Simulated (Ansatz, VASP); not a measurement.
## GaP in two plane-wave programs

Wanted: the spread between two codes on one cell, functional and k mesh.

Main program and level: Ansatz 0.2.0; plane waves, with VASP 6.6.1 beside it; dielectric response at LDA.

## (1) The structure

The structure is cubic, space group F-43m (No. 216). Conventional cell: a = 5.451 Å, b = 5.451 Å, c = 5.451 Å, α = 90.00°, β = 90.00°, γ = 90.00°. Nearest to Ga lie 4 P at 2.36 Å. Nearest to P lie 4 Ga at 2.36 Å. Farther neighbours are not listed.

Structure file:

```xyz
2
Lattice="0.0000 2.7255 2.7255 2.7255 0.0000 2.7255 2.7255 2.7255 0.0000" Properties=species:S:1:pos:R:3 pbc="T T T"
Ga    0.0000    0.0000    0.0000
P     1.3627    1.3627    1.3627
```

## (2) VASP: dielectric response, LDA

The response to a field tests empty states and converges slowly with the mesh.

Lines of VASP's logs that name or quote its potential files are left out, and so is its time.

File INCAR:

```
SYSTEM = GaP
PREC = Accurate
ENCUT = 450
EDIFF = 1E-08
NELM = 120
ISMEAR = 0
SIGMA = 0.02
LREAL = .FALSE.
ALGO = Normal
GGA = CA
NBANDS = 15
LASPH = .TRUE.
LWAVE = .FALSE.
LCHARG = .FALSE.
KPAR = 16
LEPSILON = .TRUE.
```

File POSCAR:

```
GaP
1.0
    0.0000000000      2.7255000000      2.7255000000
    2.7255000000      0.0000000000      2.7255000000
    2.7255000000      2.7255000000      0.0000000000
Ga P
1 1
Direct
    0.0000000000      0.0000000000      0.0000000000
    0.2500000000      0.2500000000      0.2500000000
```

File KPOINTS:

```
Automatic mesh
0
Gamma
10 10 10
0 0 0
```

PAW data sets: Ga_d and P (LDA family, release 64).

Command:

```bash
mpirun -np 16 vasp_std
```

Numbers of over 12 decimals in the logs are rounded to 6 here.

The log of the run:

```text
[banner, memory and clock lines left out]
running   16 mpi-ranks, on    1 nodes
 distrk:  each k-point on    1 cores,   16 groups
 distr:  one band on    1 cores,    1 groups

 POSCAR found type information on POSCAR GaP
 POSCAR found :  2 types and       2 ions
|                                                                             |
|           W    W    AA    RRRRR   N    N  II  N    N   GGGG   !!!           |
|           W    W   A  A   R    R  NN   N  II  NN   N  G    G  !!!           |
|           W    W  A    A  R    R  N N  N  II  N N  N  G       !!!           |
|           W WW W  AAAAAA  RRRRR   N  N N  II  N  N N  G  GGG   !            |
|           WW  WW  A    A  R   R   N   NN  II  N   NN  G    G                |
|           W    W  A    A  R    R  N    N  II  N    N   GGGG   !!!           |
|                                                                             |
|     For optimal performance we recommend to set                             |
|       NCORE = 2 up to number-of-cores-per-socket                            |
|     NCORE specifies how many cores store one orbital (NPAR=cpu/NCORE).      |
|     This setting can greatly improve the performance of VASP for DFT.       |
|     The default, NCORE=1 might be grossly inefficient on modern             |
|     multi-core architectures or massively parallel machines. Do your        |
|     Unfortunately you need to use the default for GW and RPA                |
|     calculations (for HF NCORE is supported but not extensively tested      |
|     yet).                                                                   |
|                                                                             |

 LDA part: xc-table for (Slater(with rela. corr.)+CA(PZ))
 , standard interpolation
 POSCAR, INCAR and KPOINTS ok, starting setup
 FFT: planning ... GRIDC
 FFT: planning ... GRID_SOFT
 FFT: planning ... GRID
 WAVECAR not read
 entering main loop
       N       E                     dE             d eps       ncg     rms          rms(c)
DAV:   1     0.752438022016E+02    0.75244E+02   -0.84985E+03  1450   0.158E+03
DAV:   2    -0.469409761403E+01   -0.79938E+02   -0.76556E+02  1613   0.298E+02
DAV:   3    -0.106507364773E+02   -0.59566E+01   -0.59340E+01  1725   0.663E+01
DAV:   4    -0.107581556816E+02   -0.10742E+00   -0.10736E+00  1819   0.966E+00
DAV:   5    -0.107603265153E+02   -0.21708E-02   -0.21707E-02  1824   0.118E+00    0.432E+00
DAV:   6    -0.104934638051E+02    0.26686E+00   -0.38058E-01  2198   0.108E+01    0.277E+00
DAV:   7    -0.104467315892E+02    0.46732E-01   -0.86333E-02  1822   0.210E+00    0.104E+00
DAV:   8    -0.104420040731E+02    0.47275E-02   -0.11680E-02  1823   0.125E+00    0.184E-01
DAV:   9    -0.104419758246E+02    0.28248E-04   -0.10118E-03  2096   0.427E-01    0.653E-02
DAV:  10    -0.104419765774E+02   -0.75276E-06   -0.49074E-05  2181   0.795E-02    0.269E-02
DAV:  11    -0.104419828698E+02   -0.62924E-05   -0.83614E-06  1716   0.442E-02    0.676E-03
DAV:  12    -0.104419826787E+02    0.19110E-06   -0.50672E-07  1786   0.750E-03    0.470E-03
DAV:  13    -0.104419826552E+02    0.23412E-07   -0.20427E-07  1865   0.444E-03    0.848E-04
DAV:  14    -0.104419826546E+02    0.65302E-09   -0.88732E-09  1234   0.117E-03
   1 F= -.10441983E+02 E0= -.10441983E+02  d E =-.169703E-21
 Linear response reoptimize wavefunctions to high precision
DAV:   1    -0.104419826546E+02   -0.16826E-10   -0.17285E-09  1495   0.394E-04
DAV:   2    -0.104419826546E+02   -0.35925E-10   -0.24683E-10   964   0.152E-04
 Linear response G [H, r] |phi>, progress :
  Direction:   1
       N       E                     dE             d eps       ncg     rms
RMM:   1    -0.404599616314E+02   -0.40460E+02    0.16880E+02  1641   0.234E+02
RMM:   2    -0.450590596279E+02   -0.45991E+01    0.25437E+01  2949   0.345E+01
RMM:   3    -0.521792861500E+02   -0.71202E+01   -0.17360E+01  2920   0.842E+00
RMM:   4    -0.503747423087E+02    0.18045E+01    0.28559E+00  3041   0.232E+00
RMM:   5    -0.507486383042E+02   -0.37390E+00   -0.73326E-01  3048   0.604E-01
RMM:   6    -0.506633936067E+02    0.85245E-01    0.12876E-01  3095   0.201E-01
RMM:   7    -0.506807971430E+02   -0.17404E-01   -0.44297E-02  3115   0.727E-02
RMM:   8    -0.506767798972E+02    0.40172E-02   -0.39636E-03  3151   0.298E-02
RMM:   9    -0.506761558722E+02    0.62403E-03    0.23100E-03  3141   0.131E-02
RMM:  10    -0.506764021096E+02   -0.24624E-03   -0.14629E-04  3109   0.682E-03
RMM:  11    -0.506764148558E+02   -0.12746E-04   -0.27223E-04  2744   0.409E-03
RMM:  12    -0.506763801194E+02    0.34736E-04    0.75439E-05  2364   0.287E-03
RMM:  13    -0.506763866067E+02   -0.64873E-05    0.10679E-05  2026   0.238E-03
RMM:  14    -0.506763891207E+02   -0.25140E-05   -0.14666E-05  1774   0.207E-03
[...]
RMM:  16    -0.525179727853E+02    0.96745E-08   -0.73573E-06  1525   0.149E-03
RMM:  17    -0.525179726113E+02    0.17393E-06   -0.56027E-06  1517   0.141E-03
RMM:  18    -0.525179726663E+02   -0.54947E-07   -0.56621E-06  1457   0.144E-03
 Linear response G [H, r] |phi>, progress :
  Direction:   3
       N       E                     dE             d eps       ncg     rms
RMM:   1    -0.351208157557E+02   -0.35121E+02    0.21143E+02  1627   0.226E+02
RMM:   2    -0.357643130389E+02   -0.64350E+00   -0.23832E+01  2842   0.319E+01
[...]
RMM:   4    -0.156302715123E+01   -0.34823E-03   -0.78781E-04  2977   0.137E-01
RMM:   5    -0.156303092947E+01   -0.37782E-05   -0.43367E-05  3002   0.422E-02
RMM:   6    -0.156303294374E+01   -0.20143E-05   -0.95651E-06  3030   0.136E-02
RMM:   7    -0.156303287287E+01    0.70872E-07    0.28234E-08  3021   0.466E-03
RMM:   8    -0.156303298122E+01   -0.10835E-06   -0.21555E-07  2964   0.166E-03
RMM:   9    -0.156303296752E+01    0.13697E-07    0.75280E-08  2724   0.582E-04
RMM:  10    -0.156303297675E+01   -0.92327E-08    0.18464E-10  2396   0.218E-04
 change of polarisation eV/A/(eV/A) component  2 :     1.739     3.126    -0.462
 dielectric tensor                  component  2 :     7.770    14.970    -2.064
 Linear response to external field (no local field effect), progress :
  Direction:   3
       N       E                     dE             d eps       ncg     rms          rms(c)
RMM:   1    -0.130841373332E+00   -0.13084E+00    0.20171E+00  1554   0.641E+00
RMM:   2    -0.611169975476E+00   -0.48033E+00   -0.63544E-02  2819   0.151E+00
RMM:   3    -0.613728569544E+00   -0.25586E-02   -0.13556E-02  2954   0.468E-01
RMM:   4    -0.613862717042E+00   -0.13415E-03   -0.41446E-04  2991   0.116E-01
RMM:   5    -0.613869629431E+00   -0.69124E-05   -0.29744E-05  2968   0.331E-02
RMM:   6    -0.613869560967E+00    0.68463E-07   -0.17978E-06  3003   0.113E-02
RMM:   7    -0.613869934511E+00   -0.37354E-06   -0.11727E-06  2937   0.390E-03
RMM:   8    -0.613869821344E+00    0.11317E-06    0.36966E-07  2791   0.147E-03
RMM:   9    -0.613869874527E+00   -0.53183E-07   -0.92017E-08  2494   0.543E-04
RMM:  10    -0.613869861954E+00    0.12573E-07    0.41107E-08  2142   0.230E-04
RMM:  11    -0.613869867958E+00   -0.60040E-08   -0.17919E-08  1462   0.106E-04
 change of polarisation eV/A/(eV/A) component  3 :     0.352    -0.462     1.228
 dielectric tensor                  component  3 :     1.573    -2.064     6.487
 Linear response to external field, progress :
  Direction:   1
       N       E                     dE             d eps       ncg     rms          rms(c)
RMM:   1    -0.143827437446E+00   -0.14383E+00    0.51254E+00  5615   0.825E+00
RMM:   2    -0.122145689565E+01   -0.10776E+01   -0.67581E-02 10215   0.176E+00    0.150E+00
RMM:   3    -0.117524799889E+01    0.46209E-01   -0.31408E-02 10304   0.102E+00    0.868E-01
RMM:   4    -0.119789006901E+01   -0.22642E-01   -0.27351E-02 10410   0.956E-01    0.157E-01
RMM:   5    -0.120474155136E+01   -0.68515E-02   -0.15258E-03 10692   0.277E-01    0.384E-02
RMM:   6    -0.120825456714E+01   -0.35130E-02   -0.14188E-04 10710   0.909E-02    0.279E-02
RMM:   7    -0.120832387637E+01   -0.69309E-04    0.10044E-06 10594   0.329E-02    0.231E-03
RMM:   8    -0.120849362877E+01   -0.16975E-03    0.25892E-06 10869   0.109E-02    0.849E-04
RMM:   9    -0.120846437963E+01    0.29249E-04    0.24236E-06 10916   0.426E-03    0.321E-04
RMM:  10    -0.120846354479E+01    0.83484E-06    0.13434E-06 10768   0.160E-03    0.122E-04
RMM:  11    -0.120845979538E+01    0.37494E-05    0.18976E-07 10647   0.687E-04    0.838E-05
RMM:  12    -0.120845859268E+01    0.12027E-05    0.24270E-07  8044   0.255E-04    0.313E-05
RMM:  13    -0.120845813517E+01    0.45751E-06    0.63490E-08  4813   0.120E-04    0.540E-06
 change of polarisation eV/A/(eV/A) component  1 :     2.289     0.719     0.376
 dielectric tensor                  component  1 :    11.230     3.212     1.681
 Linear response to external field, progress :
  Direction:   2
       N       E                     dE             d eps       ncg     rms          rms(c)
RMM:   1    -0.143826000911E+00   -0.14383E+00    0.51254E+00  5615   0.825E+00
RMM:   2    -0.122151291605E+01   -0.10777E+01   -0.67675E-02 10219   0.176E+00    0.150E+00
RMM:   3    -0.117525609580E+01    0.46257E-01   -0.31506E-02 10303   0.102E+00    0.867E-01
RMM:   4    -0.119787021445E+01   -0.22614E-01   -0.27328E-02 10405   0.956E-01    0.157E-01
RMM:   5    -0.120476858385E+01   -0.68984E-02   -0.17257E-03 10694   0.277E-01    0.383E-02
RMM:   6    -0.120825372869E+01   -0.34851E-02   -0.12412E-04 10708   0.909E-02    0.279E-02
RMM:   7    -0.120832385041E+01   -0.70122E-04   -0.56029E-06 10609   0.329E-02    0.231E-03
RMM:   8    -0.120849201933E+01   -0.16817E-03    0.68758E-06 10865   0.108E-02    0.855E-04
RMM:   9    -0.120846332705E+01    0.28692E-04    0.14661E-06 10921   0.426E-03    0.322E-04
RMM:  10    -0.120846258676E+01    0.74029E-06    0.12317E-06 10767   0.160E-03    0.122E-04
RMM:  11    -0.120845865213E+01    0.39346E-05    0.18986E-07 10611   0.686E-04    0.824E-05
RMM:  12    -0.120845745981E+01    0.11923E-05    0.19228E-07  8086   0.256E-04    0.297E-05
RMM:  13    -0.120845703879E+01    0.42101E-06    0.12813E-08  4791   0.120E-04    0.575E-06
 change of polarisation eV/A/(eV/A) component  2 :     0.665     2.289     0.366
 dielectric tensor                  component  2 :     2.971    11.230     1.636
 Linear response to external field, progress :
  Direction:   3
       N       E                     dE             d eps       ncg     rms          rms(c)
RMM:   1    -0.143355012686E+00   -0.14336E+00    0.51301E+00  5614   0.825E+00
RMM:   2    -0.122144980165E+01   -0.10781E+01   -0.67713E-02 10213   0.176E+00    0.150E+00
RMM:   3    -0.117525671186E+01    0.46193E-01   -0.31492E-02 10306   0.102E+00    0.868E-01
RMM:   4    -0.119788496858E+01   -0.22628E-01   -0.27308E-02 10407   0.956E-01    0.157E-01
RMM:   5    -0.120476325140E+01   -0.68783E-02   -0.17185E-03 10693   0.277E-01    0.384E-02
RMM:   6    -0.120825224364E+01   -0.34890E-02   -0.12579E-04 10711   0.908E-02    0.279E-02
RMM:   7    -0.120832338811E+01   -0.71144E-04   -0.30223E-06 10595   0.329E-02    0.231E-03
RMM:   8    -0.120849205501E+01   -0.16867E-03    0.66652E-06 10865   0.108E-02    0.847E-04
RMM:   9    -0.120846348423E+01    0.28571E-04    0.14011E-06 10913   0.425E-03    0.321E-04
RMM:  10    -0.120846254470E+01    0.93954E-06    0.11532E-06 10774   0.159E-03    0.121E-04
RMM:  11    -0.120845875036E+01    0.37943E-05    0.15360E-07 10640   0.686E-04    0.838E-05
RMM:  12    -0.120845754581E+01    0.12046E-05    0.19027E-07  8058   0.255E-04    0.305E-05
RMM:  13    -0.120845710532E+01    0.44049E-06    0.25628E-08  4814   0.119E-04    0.543E-06
 change of polarisation eV/A/(eV/A) component  3 :     0.546     0.549     2.289
 dielectric tensor                  component  3 :     2.442     2.452    11.230
 Born effective charges drift removed
```

Parts of OUTCAR (step 2):

```text
ion  position               nearest neighbor table
   1  0.000  0.000  0.000-   2 2.36   2 2.36   2 2.36   2 2.36
   2  0.250  0.250  0.250-   1 2.36   1 2.36   1 2.36   1 2.36

  LATTYP: Found a face centered cubic cell.
 ALAT       =     5.4510000000

 Subroutine GETGRP returns: Found 24 space group operations
 (whereof 24 operations were pure point group operations)

The static configuration has the point symmetry T_d .

 Found     47 irreducible k-points:

   k-points           NKPTS =     47   k-points in BZ     NKDIM =     47   number of bands    NBANDS=     15

   dimension x,y,z NGX =    28 NGY =   28 NGZ =   28
   dimension x,y,z NGXF=    56 NGYF=   56 NGZF=   56

   ENCUT  =  450.0 eV  33.07 Ry    5.75 a.u.   6.67  6.67  6.67*2*pi/ulx,y,z

   NELECT =      18.0000    total number of electrons

 k-points in reciprocal lattice and weights: Automatic mesh
   0.00000000  0.00000000  0.00000000       0.001
   0.10000000  0.00000000  0.00000000       0.008
   0.20000000  0.00000000  0.00000000       0.008
   0.30000000  0.00000000  0.00000000       0.008
   0.40000000  0.00000000  0.00000000       0.008
   0.50000000  0.00000000  0.00000000       0.004
   0.10000000  0.10000000  0.00000000       0.006
   0.20000000  0.10000000  0.00000000       0.024
   0.30000000  0.10000000  0.00000000       0.024
[...]
-0.30000000  0.40000000  0.20000000       0.024
  -0.30000000  0.50000000  0.20000000       0.012

 average (electrostatic) potential at core
       1 -66.5637       2 -84.6331

  Total       -0.6927317     -0.6927317     -0.6927317      0.0000000      0.0000000      0.0000000
  in kB      -27.4098779    -27.4098779    -27.4098779      0.0000000      0.0000000      0.0000000
  external PRESSURE =     -27.4098779 kB  Pullay stress =       0.0000000 kB

  energy-cutoff  :      450.00
  volume of cell :       40.49
      direct lattice vectors                 reciprocal lattice vectors
     0.000000000  2.725500000  2.725500000    -0.183452578  0.183452578  0.183452578
     2.725500000  0.000000000  2.725500000     0.183452578 -0.183452578  0.183452578
     2.725500000  2.725500000  0.000000000     0.183452578  0.183452578 -0.183452578

 POSITION                                       TOTAL-FORCE (eV/Angst)
 -----------------------------------------------------------------------------------
      0.00000      0.00000      0.00000        -0.000000     -0.000000      0.000000
      1.36275      1.36275      1.36275         0.000000      0.000000     -0.000000
 -----------------------------------------------------------------------------------
    total drift:                                0.000001      0.000001      0.000000

 MACROSCOPIC STATIC DIELECTRIC TENSOR (including local field effects in DFT)
 ------------------------------------------------------
          11.229661     0.000000     0.000000
           0.000000    11.229661    -0.000000
           0.000000     0.000000    11.229661
 ------------------------------------------------------

 PIEZOELECTRIC TENSOR (including local field effects)  for field in x, y, z        (C/m^2)
          XX          YY          ZZ          XY          YZ          ZX
  --------------------------------------------------------------------------------
  x     0.00000     0.00000     0.00000     0.00000    -0.78960     0.00000
  y    -0.00000     0.00000    -0.00000     0.00000     0.00000    -0.78960
  z     0.00000     0.00000    -0.00000    -0.78960     0.00000     0.00000

 BORN EFFECTIVE CHARGES (including local field effects) (in |e|, cummulative output)
 ---------------------------------------------------------------------------------
 ion    1
    1     2.13262    -0.00000    -0.00000
    2     0.00000     2.13262     0.00000
    3    -0.00000    -0.00000     2.13262
 ion    2
    1    -2.13262     0.00000     0.00000
    2    -0.00000    -2.13262    -0.00000
    3     0.00000     0.00000    -2.13262
```

[end of part 1 of 2]

[Lines on the potential files, build, host, timing and source positions are cut from VASP's logs without a mark.]

[Logs are printed without paths, hosts, clocks, repeated set-up lines and the standing remarks that a program may print on its own settings, such as how far it seeks lower states.]

[Hosts, paths, dates, database ids (printed as entryN), source tags and the programs' standing remarks are cut or masked in the printed files.]
